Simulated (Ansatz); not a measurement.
## Rh: enthalpy under pressure, worked through

Level of theory: DFT PBEsol, scalar-relativistic, plane waves, PAW (Ansatz). Settings: 420 eV cutoff, 18×18×10 k-mesh, Gaussian smearing of 0.10 eV, no spin polarisation.

Reference structure (relaxed):

```
Rh
1.0
     2.68874    0.00000    0.00000
    -1.34437    2.32851    0.00000
     0.00000    0.00000    4.32902
Rh
2
Cartesian
  1.3444 0.7762 3.2468
  0.0000 1.5523 1.0823
```

Cell and atoms were relaxed at each target pressure within the start's symmetry (P6_3/mmc), at zero temperature; other phases can be more stable under pressure. H = E + PV with P the target; E is the free energy at the smearing used, whose derivative the pressure is, per atom and counted from zero pressure.

| P (GPa) | V (Å³/atom) | E − E0 (meV) | H − H0 (meV) |
| --- | --- | --- | --- |
| 0 | 13.551 | 0.0 | 0.0 |
| 1 | 13.507 | 0.1 | 84.4 |
| 4 | 13.375 | 2.2 | 336.1 |
| 12 | 13.056 | 17.8 | 995.7 |
| 25 | 12.621 | 67.5 | 2036.8 |
| 50 | 11.965 | 218.3 | 3952.4 |
| 90 | 11.202 | 546.3 | 6838.9 |

Task: Thermodynamics gives dH/dP = V along a relaxed path. Integrate V over P by the trapezoid rule and compare with the computed enthalpies.

Result: With 1 eV/Å³ = 160.22 GPa, each step adds the mean volume times ΔP / 160.22:
```
P (GPa)  ∫V dP (meV) H − H0 (meV) difference (meV)
      1         84.4          84.4               0.0
      4        336.1         336.1               0.0
     12        996.0         995.7               0.3
     25       2037.7        2036.8               0.9
     50       3955.9        3952.4               3.5
     90       6847.9        6838.9               9.0
```

V(P) curves upward, so the trapezoid rule runs high; integrating a smooth curve through the same points (P as a polynomial of degree 4 in ln V) puts that excess at about 8.6 meV at 90 GPa, against the 9.0 meV found.

Task: At 90 GPa, how much of the enthalpy change is stored energy and how much is the PV term?

Result: E rises by 546 meV/atom and PV is 90 × 11.202 / 160.22 = 6293 meV/atom, so PV makes 92 % of ΔH. So between rival structures at high pressure a small difference in volume can outweigh the difference in energy: 1 % of this volume is worth 62.9 meV/atom at this pressure.

Task: What bulk modulus do the lowest pressures give?

Result: From the pressures that the runs reached, -1.02 GPa (13.599 Å³) and 0.98 GPa (13.507 Å³), B = −ΔP/Δln V = 2.00 / 0.0068 = 293 GPa, a mean over that range.

This form isn't the element's structure at ambient conditions.